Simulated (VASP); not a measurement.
Input:

```
NaBr
1.0
    0.00000     3.00907     3.00907
    3.00907     0.00000     3.00907
    3.00907     3.00907     0.00000
Na Br
1 1
Cartesian
  0.00000   0.00000   0.00000
  3.00907   3.00907   3.00907
```

Calculation: PBE GGA with spin-orbit coupling, VASP's PBE PAW potentials (set 64) (plane waves; VASP). Settings: 400 eV cut-off, 7×7×7 Γ-centred mesh, Gaussian smearing of 0.050 eV, potentials Na_pv Br.

Task: Give the energies of bands 9 to 20 at the high-symmetry points, in eV from the valence-band maximum.

Result: 
```
band      Γ      X      U      L      W
----  -----  -----  -----  -----  -----
9     -0.51  -1.93  -1.72  -2.18  -1.60
10    -0.51  -1.93  -1.72  -2.18  -1.60
11     0.00  -0.93  -1.31  -0.57  -1.29
12     0.00  -0.93  -1.31  -0.57  -1.29
13     0.00  -0.66  -0.65  -0.27  -0.91
14     0.00  -0.66  -0.65  -0.27  -0.91
15     3.92   5.92   6.68   5.99   7.26
16     3.92   5.92   6.68   5.99   7.26
17     9.64   6.87   7.83   9.29   8.54
18     9.64   6.87   7.83   9.29   8.54
19     9.64  10.37   9.53   9.29   8.63
20     9.64  10.37   9.53   9.29   8.63
```

The gap is direct, 3.92 eV, from the valence maximum at Γ to the conduction minimum at Γ.

Measured: gap 7.10 eV (computed value off by -3.18 eV), as given by Aguado et al., (1998), arXiv:cond-mat/9809176.

The compound is NaBr in the rock salt structure. It was relaxed first.
